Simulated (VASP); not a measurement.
# SrO (R-3m) in VASP: further runs

One crystal, SrO, is run at these levels: PBE; tasks: single point.

Everything below comes from runs of VASP 6.6.1. Logs are shortened: lines on timing, memory, paths and dates and some standing lists are left out, and cuts for length are marked.

**1. The cell of the first run**

It takes space group R-3m (No. 166, trigonal). The conventional cell has a = 3.444 Å, b = 3.444 Å, c = 10.038 Å, α = 90.00°, β = 90.00°, γ = 120.00°. Around Sr (site symmetry -3m) lie 6 O at 2.60 Å. Around O (site symmetry -3m) lie 6 Sr at 2.60 Å.

Measurements of this composition are mostly on another form, of space group No. 225.

**2. Single point, PBE (strained and moved within a subgroup)**

The input, INCAR:

```
SYSTEM = SrO
ALGO = Normal
EDIFF = 1E-6
ENCUT = 520
GGA = PE
ISIF = 2
ISMEAR = 0
LASPH = .TRUE.
LCHARG = .FALSE.
LREAL = .FALSE.
LWAVE = .FALSE.
NBANDS = 15
NELM = 100
PREC = Accurate
SIGMA = 0.02
```

The input, KPOINTS:

```
k-points
0
G
  8 8 8
  0 0 0
```

The input, POSCAR:

```
SrO
1.0
    0.0000000000      2.4351681780      2.4351681780
    2.7435441780     -0.3083760000      2.7435441780
    2.4351681780      2.4351681780      0.0000000000
Sr O
1 1
Direct
    0.0000000000      0.0000000000      0.0000000000
    0.5000000000      0.5000000000      0.5000000000
```

Potentials or basis: VASP PAW PBE potentials, release 64 (Sr_sv, O).

Command:

```console
$ cat potpaw_PBE.64/Sr_sv/POTCAR potpaw_PBE.64/O/POTCAR > POTCAR
$ mpirun -np 1 vasp_std > vasp.out
```

OUTCAR:

```text
SYSTEM = SrO
   EDIFF = 1E-6
   ENCUT = 520
   GGA = PE
   ISIF = 2
   ISMEAR = 0
   LASPH = .TRUE.
   LREAL = .FALSE.
   NELM = 100
   PREC = Accurate

 ion  position               nearest neighbor table
   1  0.000  0.000  0.000-   2 2.60   2 2.60   2 2.60   2 2.60   2 2.60   2 2.60
   2  0.500  0.500  0.500-   1 2.60   1 2.60   1 2.60   1 2.60   1 2.60   1 2.60

  LATTYP: Found a trigonal (rhomboedric) cell.
 ALAT       =     3.8921928357
 COS(alpha) =     0.6085563774

  Lattice vectors:

 A1 = (   0.3083760000,  -2.7435441780,   2.7435441780)
 A2 = (   2.7435441780,  -2.7435441780,   0.3083760000)
 A3 = (   2.7435441780,  -0.3083760000,   2.7435441780)

Analysis of symmetry for initial positions (statically):
=====================================================================
 Subroutine PRICEL returns:
 Original cell was already a primitive cell.

 Routine SETGRP: Setting up the symmetry group for a
 trigonal (rhombohedral) supercell.

 Subroutine GETGRP returns: Found 12 space group operations
 (whereof 12 operations were pure point group operations)
 out of a pool of 12 trial point group operations.

The static configuration has the point symmetry D_3d.

Analysis of symmetry for dynamics (positions and initial velocities):
=====================================================================
 Subroutine PRICEL returns:
 Original cell was already a primitive cell.

 Routine SETGRP: Setting up the symmetry group for a
 trigonal (rhombohedral) supercell.

 Subroutine GETGRP returns: Found 12 space group operations
 (whereof 12 operations were pure point group operations)
 out of a pool of 12 trial point group operations.

The dynamic configuration has the point symmetry D_3d.

 Subroutine INISYM returns: Found 12 space group operations
 (whereof 12 operations are pure point group operations),
 and found     1 'primitive' translations

----------------------------------------------------------------------------------------

                                     Primitive cell

  volume of cell :      34.3674

  direct lattice vectors                    reciprocal lattice vectors
     0.000000000  2.435168178  2.435168178    -0.194399328  0.194399328  0.216249928
     2.743544178 -0.308376000  2.743544178     0.172548728 -0.172548728  0.172548728
     2.435168178  2.435168178  0.000000000     0.216249928  0.194399328 -0.194399328

  length of vectors
[... 92 lines left out ...]
   PSTRESS=    0.0 pullay stress
   NELECT =      16.0000    total number of electrons
   NUPDOWN=      -1.0000    fix difference up-down
   EMIN   =  10.00;   EMAX   =-10.00  energy-range for DOS
   EFERMI =   0.00;   METHOD = LEGACY
   ISMEAR =     0;   SIGMA  =   0.02  broadening in eV -4-tet -1-fermi 0-gaus
   EFERMI_NEDOS =   21; number of points for ismear=-14 and -15
   IALGO  =     38    algorithm
   IMIX   =      4    mixing-type and parameters
     AMIX     =   0.40;   BMIX     =  1.00
     AMIX_MAG =   1.60;   BMIX_MAG =  1.00
  volume/ion in A,a.u.               =      17.18       115.96
  Fermi-wavevector in a.u.,A,eV,Ry     =   1.268818  2.397719 21.904018  1.609900
  Thomas-Fermi vector in A             =   2.401893
   LORBIT       =      0    0 simple, 1 ext, 2 COOP (PROOUT), +10 PAW based schemes
   GGA     = PE    functional components
   LHFCALC =     F    Hartree Fock is set to
   AEXX    =    0.0000 exact exchange contribution
   IVDW    =     0    specifies the selected vdW correction
   LEPSILON=     F    determine dielectric tensor
   LRPA    =     F    only Hartree local field effects (RPA)
 non-spin polarized calculation
 Gauss-broadening in eV      SIGMA  =   0.02
  energy-cutoff  :      520.00
  volume of cell :       34.37
 maximum number of plane-waves:       937
 NGX is ok and might be reduce to    28
   NGX = 13   NGY = 15   NGZ = 13

 number of electron      16.0000002 magnetization

 Free energy of the ion-electron system (eV)
  ---------------------------------------------------
  ext. energy  EPLUGINS =         0.00000000
  ---------------------------------------------------
  free energy    TOTEN  =       -11.76001032 eV

  energy without entropy =      -11.76001032  energy(sigma->0) =      -11.76001032

 E-fermi :   2.0250     XC(G=0):  -9.9970

 val. band max:        1.9381686544   @ k =   0.0000   0.0000   0.0000
 cond. band min:       4.7339293944   @ k =   0.5000   0.5000   0.0000
 fundamental gap:      2.7957607401
 Fermi energy:         2.0249865758

 k-point     1 :       0.0000    0.0000    0.0000
  band No.  band energies     occupation
      1     -31.0383      2.00000
      2     -13.3646      2.00000
      3     -12.7095      2.00000
      4     -12.5967      2.00000
      5     -12.5967      2.00000
      6       1.4744      2.00000
      7       1.9382      2.00000
      8       1.9382      2.00000
      9       5.0343      0.00000
     10       7.1617      0.00000
     11       8.0932      0.00000
     12       8.0932      0.00000
     13      10.2915      0.00000
     14      10.2915      0.00000
[... 401 lines left out ...]
      2     -14.2876      2.00000
      3     -13.1017      2.00000
      4     -12.7838      2.00000
      5     -11.8664      2.00000
      6       0.5127      2.00000
      7       1.3191      2.00000
      8       1.7080      2.00000
      9       5.8169      0.00000
     10       8.2599      0.00000
     11       9.8685      0.00000
     12      10.5837      0.00000
     13      11.3842      0.00000
     14      12.3702      0.00000
     15      16.5302      0.00000

 [... further k-points ...]

------------------------ aborting loop because EDIFF is reached ----------------------------------------

  FORCE on cell =-STRESS in cart. coord.  units (eV):
  Direction    XX          YY          ZZ          XY          YZ          ZX
  --------------------------------------------------------------------------------------
  -------------------------------------------------------------------------------------
  Total        0.2481633      0.2481633      0.2481633      1.8160415      1.8160415     -1.8160415
  in kB       11.5691638     11.5691638     11.5691638     84.6623275     84.6623275    -84.6623275
  external PRESSURE =      11.5691638 kB  Pullay stress =       0.0000000 kB

 VOLUME and BASIS-vectors are now :
 -----------------------------------------------------------------------------
  energy-cutoff  :      520.00
  volume of cell :       34.37
      direct lattice vectors                 reciprocal lattice vectors
     0.000000000  2.435168178  2.435168178    -0.194399328  0.194399328  0.216249928
     2.743544178 -0.308376000  2.743544178     0.172548728 -0.172548728  0.172548728
     2.435168178  2.435168178  0.000000000     0.216249928  0.194399328 -0.194399328

 POSITION                                       TOTAL-FORCE (eV/Angst)
 -----------------------------------------------------------------------------------
      0.00000      0.00000      0.00000         0.000000      0.000000      0.000000
      2.58936      2.28098      2.58936        -0.000000     -0.000000     -0.000000
 -----------------------------------------------------------------------------------
    total drift:                                0.000000      0.000000      0.000000

  FREE ENERGIE OF THE ION-ELECTRON SYSTEM (eV)
  ---------------------------------------------------
  free  energy   TOTEN  =       -11.7600103170 eV

  energy  without entropy=      -11.7600103170  energy(sigma->0) =      -11.76001032
```

OSZICAR:

```text
N       E                     dE             d eps       ncg     rms          rms(c)
DAV:   1     0.695501963825E+02    0.69550E+02   -0.85572E+03  1950   0.104E+03
DAV:   2    -0.107044196618E+02   -0.80255E+02   -0.73504E+02  2641   0.221E+02
DAV:   3    -0.139175715656E+02   -0.32132E+01   -0.31957E+01  2526   0.399E+01
DAV:   4    -0.139769224598E+02   -0.59351E-01   -0.59342E-01  2385   0.527E+00
DAV:   5    -0.139784655713E+02   -0.15431E-02   -0.15431E-02  2504   0.641E-01    0.156E+01
DAV:   6    -0.119229107667E+02    0.20556E+01   -0.66494E+00  2076   0.193E+01    0.186E+01
DAV:   7    -0.117753242126E+02    0.14759E+00   -0.31068E-01  2245   0.485E+00    0.109E+01
DAV:   8    -0.117582131982E+02    0.17111E-01   -0.12915E-01  2587   0.360E+00    0.486E-01
DAV:   9    -0.117595593131E+02   -0.13461E-02   -0.70754E-03  2579   0.556E-01    0.245E-01
DAV:  10    -0.117598317607E+02   -0.27245E-03   -0.42153E-04  2433   0.206E-01    0.106E-01
DAV:  11    -0.117599872878E+02   -0.15553E-03   -0.15309E-04  2174   0.937E-02    0.336E-02
DAV:  12    -0.117600104370E+02   -0.23149E-04   -0.25053E-05  2111   0.388E-02    0.163E-02
DAV:  13    -0.117600103170E+02    0.12000E-06   -0.18725E-06  2391   0.112E-02
   1 F= -.11760010E+02 E0= -.11760010E+02  d E =-.288814E-12
```

Wall time 14 s (1 thread of Intel Xeon 6975P-C (Granite Rapids), shared host); peak memory 0.18 GiB.

Results:

```
Free energy            : -11.7600 eV
Pressure               : 1.2 GPa
Band gap on the k mesh : 2.80 eV, indirect (least direct gap 2.95 eV)
```

A k mesh can miss the band edges.

**3. Single point, PBE (strained and moved within a subgroup)**

The input, INCAR:

```
PREC = Accurate
ENCUT = 520
EDIFF = 1E-6
ISMEAR = 0
SIGMA = 0.02
LREAL = False
LASPH = True
NELM = 100
ALGO = Normal
ISIF = 2
LWAVE = False
LCHARG = False
GGA = PE
NBANDS = 15
```

The input, KPOINTS:

```
Automatic mesh
0
Gamma
  8 8 8
```

The input, POSCAR:

```
SrO
1.0
   -0.0403715580      2.4864356880      2.5588526520
    2.4964322100      0.0220488840      2.4964322100
    2.5588526520      2.4864356880     -0.0403715580
Sr O
1 1
Direct
   -0.0280339747      0.0395117166     -0.0280339747
    0.5280339747      0.4604882834      0.5280339747
```

Potentials or basis: VASP PAW PBE potentials, release 64 (Sr_sv, O).

Command:

```console
$ cat potpaw_PBE.64/Sr_sv/POTCAR potpaw_PBE.64/O/POTCAR > POTCAR
$ mpirun -np 1 vasp_std > vasp.out
```

It took 28 s on 1 thread of Intel Xeon 6975P-C (Granite Rapids), shared host; peak memory 0.21 GiB.

It converged, with:

```
Free energy            : -11.7343 eV
Pressure               : 13.5 GPa
Largest force          : 1.741 eV/Å
Band gap on the k mesh : 3.16 eV, indirect (least direct gap 3.24 eV)
```

Forces on the atoms (eV/Å):
```
Sr  -0.089  1.736 -0.089
O    0.089 -1.736  0.089
```

Stress tensor (GPa, compression positive):
```
 7.34  0.29  1.92
 0.29 25.93  0.29
 1.92  0.29  7.34
```

Levels at points of the mesh, in eV from the valence-band top:
```csv
k point,band 5,band 6,band 7,band 8,band 9,band 10,band 11,band 12
"(0.00, 0.00, 0.00)",-13.54,-0.44,-0.33,-0.15,4.22,6.33,6.41,6.93
"(0.50, 0.00, 0.00)",-12.42,-2.32,-1.28,-1.18,6.46,8.41,8.97,9.52
"(0.00, 0.50, 0.00)",-12.57,-2.35,-1.53,-1.35,6.69,8.86,9.29,9.62
"(0.50, 0.50, 0.00)",-13.70,-0.71,-0.50,0.00,3.88,7.90,10.60,10.79
"(0.50, 0.00, 0.50)",-13.89,-0.24,-0.21,-0.08,3.16,7.79,10.40,10.56
"(0.50, 0.50, 0.50)",-12.39,-2.33,-1.42,-1.14,6.62,8.30,8.84,9.73
```

Caveat: forces of over 1 eV/Å show positions far from the minimum, so gaps and moduli don't describe the material at rest.
